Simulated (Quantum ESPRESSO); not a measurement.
HfC: equation of state with LDA

HfC:

```
CELL_PARAMETERS angstrom
3.34287 0.00000 0.00000
-1.67143 2.89501 0.00000
0.00000 0.00000 5.20271
ATOMIC_POSITIONS crystal
Hf 0.33333 0.66667 0.25000
Hf 0.66667 0.33333 0.75000
C 0.00000 0.00000 0.50000
C 0.00000 0.00000 0.00000
```

The cell comes from a database or a generator and needn't be the stable form of this composition.

| Quantity | Value |
| --- | --- |
| Program | Quantum ESPRESSO 7.5 |
| Task | equation of state |
| Functional | LDA |
| Potentials or basis | GBRV 1.5 LDA |
| Cutoff | 612 eV |
| Density cutoff | 4898 eV |
| k mesh | 9 × 9 × 5 |
| Occupations | fermi-dirac, width 0.05 eV |
| Spin | no spin polarisation |

```
Equilibrium volume                        : 11.97 Å³/atom
Bulk modulus at fixed shape and positions : 264 GPa
Pressure derivative of the bulk modulus   : 4.1
```

Energy against volume, from the lowest point:
```
volume (Å³/atom)  energy (meV/atom)
          11.832               0.49
          12.084               0.00
          12.336               7.82
          12.587              23.12
          12.839              45.15
          13.091              73.19
          13.343             106.66
```

All runs of the series together: 2.2 min on 2 threads of Arm Neoverse V2 (shared host).

Caveat: the cell was scaled at fixed shape and fractional positions, which overstates the stiffness of a crystal with free parameters, most of all of layers and chains. Spin-orbit coupling is left out, which matters for the levels of Hf.
